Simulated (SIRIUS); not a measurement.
# Ba (Fm-3m) in SIRIUS: convergence with k mesh

Aim: find how far k mesh must go before the results for Ba settle, at PBE. This setting moves, with any that are tied to it; all else stays.

All numbers are computed with SIRIUS 7.12.0; they aren't measurements. Logs are shortened: lines on timing, memory, paths and dates and some standing lists are left out, and cuts for length are marked. The log counts tension as positive stress, the text compression.

## Step 1: The crystal as given

The structure is cubic, space group Fm-3m (No. 225). Conventional cell: a = 6.465 Å, b = 6.465 Å, c = 6.465 Å, α = 90.00°, β = 90.00°, γ = 90.00°.

This isn't the form of Ba at room conditions, which is bcc.

## Step 2: With k mesh 1 × 1 × 1

Input file sirius.json:

```json
{
  "control": {
    "processing_unit": "cpu",
    "std_evp_solver_name": "lapack",
    "gen_evp_solver_name": "lapack",
    "verbosity": 2,
    "print_forces": true,
    "ortho_rf": true,
    "use_second_variation": true,
    "rmt_max": 3.0,
    "num_bands_to_print": 16,
    "save_wf": true
  },
  "parameters": {
    "electronic_structure_method": "full_potential_lapwlo",
    "xc_functionals": ["XC_GGA_X_PBE", "XC_GGA_C_PBE"],
    "core_relativity": "dirac",
    "valence_relativity": "iora",
    "num_fv_states": 16,
    "smearing": "fermi_dirac",
    "smearing_width": 0.0018374661,
    "pw_cutoff": 20,
    "gk_cutoff": 3.54,
    "lmax_apw": 10,
    "lmax_rho": 8,
    "lmax_pot": 8,
    "num_mag_dims": 0,
    "auto_rmt": 0,
    "ngridk": [1, 1, 1],
    "shiftk": [0, 0, 0],
    "num_dft_iter": 80,
    "energy_tol": 1e-07,
    "density_tol": 1e-05,
    "use_symmetry": true
  },
  "settings": {"tol_ne": 1e-10},
  "iterative_solver": {"type": "exact"},
  "mixer": {"type": "anderson", "beta": 0.5, "max_history": 8},
  "unit_cell": {
    "lattice_vectors": [[0.0, 6.108851508, 6.108851508], [6.108851508, 0.0, 6.108851508], [6.108851508, 6.108851508, 0.0]],
    "atom_types": ["Ba"],
    "atom_files": {"Ba": "Ba.json"},
    "atoms": {"Ba": [[0.0, 0.0, 0.0]]}
  }
}
```

Input file Ba.json:

```json
{
  "name": "barium",
  "symbol": "Ba",
  "number": 56,
  "mass": 137.327,
  "rmin": 1e-06,
  "rmt": 2.54,
  "nrmt": 800,
  "rinf": 20.32,
  "core": "1s2s2p3s3p3d4s4p",
  "valence": [
    {"basis": [{"enu": -0.14, "dme": 0, "n": 0, "auto": 0}, {"enu": -0.14, "dme": 1, "n": 0, "auto": 0}]},
    {"l": 0, "n": 1, "basis": [{"enu": -0.04, "dme": 0, "n": 0, "auto": 0}]},
    {"l": 1, "n": 2, "basis": [{"enu": -0.04, "dme": 0, "n": 0, "auto": 0}]},
    {"l": 2, "n": 3, "basis": [{"enu": -0.04, "dme": 0, "n": 0, "auto": 0}]},
    {"l": 3, "n": 4, "basis": [{"enu": -0.04, "dme": 0, "n": 0, "auto": 0}]}
  ],
  "lo": [
    {"l": 0, "basis": [{"enu": -0.04, "dme": 0, "n": 0, "auto": 0}, {"enu": -0.04, "dme": 1, "n": 0, "auto": 0}]},
    {
      "l": 0,
      "basis": [{"enu": -1.1568, "dme": 0, "n": 5, "auto": 1}, {"enu": -1.1568, "dme": 1, "n": 5, "auto": 1}]
    },
    {
      "l": 0,
      "basis": [{"enu": -1.1568, "dme": 1, "n": 5, "auto": 1}, {"enu": -0.04, "dme": 0, "n": 0, "auto": 0}]
    },
    {"l": 0, "basis": [{"enu": -0.04, "dme": 0, "n": 0, "auto": 0}, {"enu": 2.44, "dme": 0, "n": 0, "auto": 0}]},
    {"l": 1, "basis": [{"enu": -0.04, "dme": 0, "n": 0, "auto": 0}, {"enu": -0.04, "dme": 1, "n": 0, "auto": 0}]},
    {
      "l": 1,
      "basis": [{"enu": -0.6083, "dme": 0, "n": 5, "auto": 1}, {"enu": -0.6083, "dme": 1, "n": 5, "auto": 1}]
    },
    {
      "l": 1,
      "basis": [{"enu": -0.6083, "dme": 1, "n": 5, "auto": 1}, {"enu": -0.04, "dme": 0, "n": 0, "auto": 0}]
    },
    {"l": 1, "basis": [{"enu": -0.04, "dme": 0, "n": 0, "auto": 0}, {"enu": 2.812, "dme": 0, "n": 0, "auto": 0}]},
    {"l": 2, "basis": [{"enu": -0.04, "dme": 0, "n": 0, "auto": 0}, {"enu": -0.04, "dme": 1, "n": 0, "auto": 0}]},
    {
      "l": 2,
      "basis": [{"enu": -3.2151, "dme": 0, "n": 4, "auto": 1}, {"enu": -3.2151, "dme": 1, "n": 4, "auto": 1}]
    },
    {
      "l": 2,
      "basis": [{"enu": -3.2151, "dme": 1, "n": 4, "auto": 1}, {"enu": -0.04, "dme": 0, "n": 0, "auto": 0}]
    },
    {"l": 2, "basis": [{"enu": -0.04, "dme": 0, "n": 0, "auto": 0}, {"enu": 3.184, "dme": 0, "n": 0, "auto": 0}]},
    {"l": 3, "basis": [{"enu": -0.04, "dme": 0, "n": 0, "auto": 0}, {"enu": -0.04, "dme": 1, "n": 0, "auto": 0}]},
    {"l": 3, "basis": [{"enu": -0.04, "dme": 0, "n": 0, "auto": 0}, {"enu": 2.657, "dme": 0, "n": 0, "auto": 0}]}
  ],
  "free_atom": [... radial grid and density of the free atom, the start of the SCF ...]
}
```

Input file sirius_start.json:

```json
{
  "control": {
    "processing_unit": "cpu",
    "std_evp_solver_name": "lapack",
    "gen_evp_solver_name": "lapack",
    "verbosity": 1,
    "print_forces": false,
    "ortho_rf": true,
    "use_second_variation": true,
    "rmt_max": 3.0,
    "num_bands_to_print": 16,
    "save_wf": false
  },
  "parameters": {
    "electronic_structure_method": "full_potential_lapwlo",
    "xc_functionals": ["XC_LDA_X", "XC_LDA_C_PW"],
    "core_relativity": "dirac",
    "valence_relativity": "iora",
    "num_fv_states": 16,
    "smearing": "fermi_dirac",
    "smearing_width": 0.0055123983,
    "pw_cutoff": 20,
    "gk_cutoff": 2.83,
    "lmax_apw": 10,
    "lmax_rho": 8,
    "lmax_pot": 8,
    "num_mag_dims": 0,
    "auto_rmt": 0,
    "ngridk": [1, 1, 1],
    "shiftk": [0, 0, 0],
    "num_dft_iter": 30,
    "energy_tol": 0.01,
    "density_tol": 0.05,
    "use_symmetry": true
  },
  "settings": {"tol_ne": 1e-10},
  "iterative_solver": {"type": "exact"},
  "mixer": {"type": "anderson", "beta": 0.5, "max_history": 8},
  "unit_cell": {
    "lattice_vectors": [[0.0, 6.108851508, 6.108851508], [6.108851508, 0.0, 6.108851508], [6.108851508, 6.108851508, 0.0]],
    "atom_types": ["Ba"],
    "atom_files": {"Ba": "Ba.json"},
    "atoms": {"Ba": [[0.0, 0.0, 0.0]]}
  }
}
```

Potentials or basis: all-electron FP-LAPW, apw+lo standard.

On the command line:

```
OMP_NUM_THREADS=1 sirius.scf --input=sirius_start.json --output=start.json
OMP_NUM_THREADS=1 sirius.scf --input=sirius.json --output=output.json --task=1
```

It took 25 s on 1 thread of Arm Neoverse V2, shared host; peak memory 0.38 GiB.

What came out:

- Free energy: -221486.5623 eV
- All electrons inside the program's atomic spheres: Ba 53.06 (radii Ba 2.54 bohr)

## Step 3: With k mesh 2 × 2 × 2

sirius.json: that of step 2 with these lines changed.

```diff
@@ -28,3 +28,3 @@
     "auto_rmt": 0,
-    "ngridk": [1, 1, 1],
+    "ngridk": [2, 2, 2],
     "shiftk": [0, 0, 0],
```

Ba.json is that of step 2.

sirius_start.json is that of step 2.

Potentials or basis: all-electron FP-LAPW, apw+lo standard.

On the command line:

```
OMP_NUM_THREADS=1 sirius.scf --input=sirius_start.json --output=start.json
OMP_NUM_THREADS=1 sirius.scf --input=sirius.json --output=output.json --task=1
```

It took 24 s on 1 thread of Arm Neoverse V2, shared host; peak memory 0.38 GiB.

Results:

```yaml
Free_energy: -221484.1030 eV
All_electrons_inside_the_program's_atomic_spheres: Ba 53.10 (radii Ba 2.54 bohr)
```

## Step 4: With k mesh 3 × 3 × 3

sirius.json: that of step 3 with these lines changed.

```diff
@@ -28,3 +28,3 @@
     "auto_rmt": 0,
-    "ngridk": [2, 2, 2],
+    "ngridk": [3, 3, 3],
     "shiftk": [0, 0, 0],
```

Ba.json is that of step 3.

sirius_start.json is that of step 3.

On the command line:

```
OMP_NUM_THREADS=1 sirius.scf --input=sirius_start.json --output=start.json
OMP_NUM_THREADS=1 sirius.scf --input=sirius.json --output=output.json --task=1
```

It took 27 s on 1 thread of Arm Neoverse V2, shared host; peak memory 0.39 GiB.

Results:

| Item | Value |
| --- | --- |
| Free energy | -221483.3993 eV |
| All electrons inside the program's atomic spheres | Ba 53.10 (radii Ba 2.54 bohr) |

## Step 5: With k mesh 4 × 4 × 4

sirius.json: that of step 4 with these lines changed.

```diff
@@ -28,3 +28,3 @@
     "auto_rmt": 0,
-    "ngridk": [3, 3, 3],
+    "ngridk": [4, 4, 4],
     "shiftk": [0, 0, 0],
```

Input file Ba.json:

```json
{
  "name": "barium",
  "symbol": "Ba",
  "number": 56,
  "mass": 137.327,
  "rmin": 1e-06,
  "rmt": 2.54,
  "nrmt": 800,
  "rinf": 20.32,
  "core": "1s2s2p3s3p3d4s4p",
  "valence": [
    {"basis": [{"enu": -0.06, "dme": 0, "n": 0, "auto": 0}, {"enu": -0.06, "dme": 1, "n": 0, "auto": 0}]},
    {"l": 0, "n": 1, "basis": [{"enu": 0.04, "dme": 0, "n": 0, "auto": 0}]},
    {"l": 1, "n": 2, "basis": [{"enu": 0.04, "dme": 0, "n": 0, "auto": 0}]},
    {"l": 2, "n": 3, "basis": [{"enu": 0.04, "dme": 0, "n": 0, "auto": 0}]},
    {"l": 3, "n": 4, "basis": [{"enu": 0.04, "dme": 0, "n": 0, "auto": 0}]}
  ],
  "lo": [
    {"l": 0, "basis": [{"enu": 0.04, "dme": 0, "n": 0, "auto": 0}, {"enu": 0.04, "dme": 1, "n": 0, "auto": 0}]},
    {
      "l": 0,
      "basis": [{"enu": -1.0768, "dme": 0, "n": 5, "auto": 1}, {"enu": -1.0768, "dme": 1, "n": 5, "auto": 1}]
    },
    {
      "l": 0,
      "basis": [{"enu": -1.0768, "dme": 1, "n": 5, "auto": 1}, {"enu": 0.04, "dme": 0, "n": 0, "auto": 0}]
    },
    {"l": 0, "basis": [{"enu": 0.04, "dme": 0, "n": 0, "auto": 0}, {"enu": 2.52, "dme": 0, "n": 0, "auto": 0}]},
    {"l": 1, "basis": [{"enu": 0.04, "dme": 0, "n": 0, "auto": 0}, {"enu": 0.04, "dme": 1, "n": 0, "auto": 0}]},
    {
      "l": 1,
      "basis": [{"enu": -0.5283, "dme": 0, "n": 5, "auto": 1}, {"enu": -0.5283, "dme": 1, "n": 5, "auto": 1}]
    },
    {
      "l": 1,
      "basis": [{"enu": -0.5283, "dme": 1, "n": 5, "auto": 1}, {"enu": 0.04, "dme": 0, "n": 0, "auto": 0}]
    },
    {"l": 1, "basis": [{"enu": 0.04, "dme": 0, "n": 0, "auto": 0}, {"enu": 2.892, "dme": 0, "n": 0, "auto": 0}]},
    {"l": 2, "basis": [{"enu": 0.04, "dme": 0, "n": 0, "auto": 0}, {"enu": 0.04, "dme": 1, "n": 0, "auto": 0}]},
    {
      "l": 2,
      "basis": [{"enu": -3.1351, "dme": 0, "n": 4, "auto": 1}, {"enu": -3.1351, "dme": 1, "n": 4, "auto": 1}]
    },
    {
      "l": 2,
      "basis": [{"enu": -3.1351, "dme": 1, "n": 4, "auto": 1}, {"enu": 0.04, "dme": 0, "n": 0, "auto": 0}]
    },
    {"l": 2, "basis": [{"enu": 0.04, "dme": 0, "n": 0, "auto": 0}, {"enu": 3.264, "dme": 0, "n": 0, "auto": 0}]},
    {"l": 3, "basis": [{"enu": 0.04, "dme": 0, "n": 0, "auto": 0}, {"enu": 0.04, "dme": 1, "n": 0, "auto": 0}]},
    {"l": 3, "basis": [{"enu": 0.04, "dme": 0, "n": 0, "auto": 0}, {"enu": 2.737, "dme": 0, "n": 0, "auto": 0}]}
  ],
  "free_atom": [... radial grid and density of the free atom, the start of the SCF ...]
}
```

sirius_start.json: that of step 4 with these lines changed.

```diff
@@ -28,3 +28,3 @@
     "auto_rmt": 0,
-    "ngridk": [1, 1, 1],
+    "ngridk": [2, 2, 2],
     "shiftk": [0, 0, 0],
```

On the command line:

```
OMP_NUM_THREADS=1 sirius.scf --input=sirius_start.json --output=start.json
OMP_NUM_THREADS=1 sirius.scf --input=sirius.json --output=output.json --task=1
```

It took 29 s on 1 thread of Arm Neoverse V2, shared host; peak memory 0.4 GiB.

What came out:

| Quantity | Value |
| --- | --- |
| Free energy | -221483.5608 eV |
| Band gap on the k mesh | none (metal or under the smearing width) |
| All electrons inside the program's atomic spheres | Ba 53.09 (radii Ba 2.54 bohr) |

## Step 6: With k mesh 6 × 6 × 6

sirius.json: that of step 5 with these lines changed.

```diff
@@ -28,3 +28,3 @@
     "auto_rmt": 0,
-    "ngridk": [4, 4, 4],
+    "ngridk": [6, 6, 6],
     "shiftk": [0, 0, 0],
```

Ba.json is that of step 5.

sirius_start.json is that of step 5.

Potentials or basis: all-electron FP-LAPW, apw+lo standard.

On the command line:

```
OMP_NUM_THREADS=1 sirius.scf --input=sirius_start.json --output=start.json
OMP_NUM_THREADS=1 sirius.scf --input=sirius.json --output=output.json --task=1
```

Wall time 34 s (1 thread of Arm Neoverse V2, shared host); peak memory 0.42 GiB.

Results:

```yaml
Free_energy: -221483.5270 eV
Band_gap_on_the_k_mesh: none (metal or under the smearing width)
All_electrons_inside_the_program's_atomic_spheres: Ba 53.10 (radii Ba 2.54 bohr)
```

## Step 7: With k mesh 7 × 7 × 7

sirius.json: that of step 6 with these lines changed.

```diff
@@ -28,3 +28,3 @@
     "auto_rmt": 0,
-    "ngridk": [6, 6, 6],
+    "ngridk": [7, 7, 7],
     "shiftk": [0, 0, 0],
```

Input file Ba.json:

```json
{
  "name": "barium",
  "symbol": "Ba",
  "number": 56,
  "mass": 137.327,
  "rmin": 1e-06,
  "rmt": 2.54,
  "nrmt": 800,
  "rinf": 20.32,
  "core": "1s2s2p3s3p3d4s4p",
  "valence": [
    {"basis": [{"enu": -0.04, "dme": 0, "n": 0, "auto": 0}, {"enu": -0.04, "dme": 1, "n": 0, "auto": 0}]},
    {"l": 0, "n": 1, "basis": [{"enu": 0.06, "dme": 0, "n": 0, "auto": 0}]},
    {"l": 1, "n": 2, "basis": [{"enu": 0.06, "dme": 0, "n": 0, "auto": 0}]},
    {"l": 2, "n": 3, "basis": [{"enu": 0.06, "dme": 0, "n": 0, "auto": 0}]},
    {"l": 3, "n": 4, "basis": [{"enu": 0.06, "dme": 0, "n": 0, "auto": 0}]}
  ],
  "lo": [
    {"l": 0, "basis": [{"enu": 0.06, "dme": 0, "n": 0, "auto": 0}, {"enu": 0.06, "dme": 1, "n": 0, "auto": 0}]},
    {
      "l": 0,
      "basis": [{"enu": -1.0568, "dme": 0, "n": 5, "auto": 1}, {"enu": -1.0568, "dme": 1, "n": 5, "auto": 1}]
    },
    {
      "l": 0,
      "basis": [{"enu": -1.0568, "dme": 1, "n": 5, "auto": 1}, {"enu": 0.06, "dme": 0, "n": 0, "auto": 0}]
    },
    {"l": 0, "basis": [{"enu": 0.06, "dme": 0, "n": 0, "auto": 0}, {"enu": 2.54, "dme": 0, "n": 0, "auto": 0}]},
    {"l": 1, "basis": [{"enu": 0.06, "dme": 0, "n": 0, "auto": 0}, {"enu": 0.06, "dme": 1, "n": 0, "auto": 0}]},
    {
      "l": 1,
      "basis": [{"enu": -0.5083, "dme": 0, "n": 5, "auto": 1}, {"enu": -0.5083, "dme": 1, "n": 5, "auto": 1}]
    },
    {
      "l": 1,
      "basis": [{"enu": -0.5083, "dme": 1, "n": 5, "auto": 1}, {"enu": 0.06, "dme": 0, "n": 0, "auto": 0}]
    },
    {"l": 1, "basis": [{"enu": 0.06, "dme": 0, "n": 0, "auto": 0}, {"enu": 2.912, "dme": 0, "n": 0, "auto": 0}]},
    {"l": 2, "basis": [{"enu": 0.06, "dme": 0, "n": 0, "auto": 0}, {"enu": 0.06, "dme": 1, "n": 0, "auto": 0}]},
    {
      "l": 2,
      "basis": [{"enu": -3.1151, "dme": 0, "n": 4, "auto": 1}, {"enu": -3.1151, "dme": 1, "n": 4, "auto": 1}]
    },
    {
      "l": 2,
      "basis": [{"enu": -3.1151, "dme": 1, "n": 4, "auto": 1}, {"enu": 0.06, "dme": 0, "n": 0, "auto": 0}]
    },
    {"l": 2, "basis": [{"enu": 0.06, "dme": 0, "n": 0, "auto": 0}, {"enu": 3.284, "dme": 0, "n": 0, "auto": 0}]},
    {"l": 3, "basis": [{"enu": 0.06, "dme": 0, "n": 0, "auto": 0}, {"enu": 0.06, "dme": 1, "n": 0, "auto": 0}]},
    {"l": 3, "basis": [{"enu": 0.06, "dme": 0, "n": 0, "auto": 0}, {"enu": 2.757, "dme": 0, "n": 0, "auto": 0}]}
  ],
  "free_atom": [... radial grid and density of the free atom, the start of the SCF ...]
}
```

sirius_start.json: that of step 6 with these lines changed.

```diff
@@ -28,3 +28,3 @@
     "auto_rmt": 0,
-    "ngridk": [2, 2, 2],
+    "ngridk": [3, 3, 3],
     "shiftk": [0, 0, 0],
```

On the command line:

```
OMP_NUM_THREADS=1 sirius.scf --input=sirius_start.json --output=start.json
OMP_NUM_THREADS=1 sirius.scf --input=sirius.json --output=output.json --task=1
```

Run time: 37 s. Hardware: 1 thread of Arm Neoverse V2, shared host; peak memory 0.44 GiB.

The run converged. Its results:

| Quantity | Value |
| --- | --- |
| Free energy | -221483.5456 eV |
| Band gap on the k mesh | none (metal or under the smearing width) |
| All electrons inside the program's atomic spheres | Ba 53.09 (radii Ba 2.54 bohr) |

(Continued in part 2 of 2.)
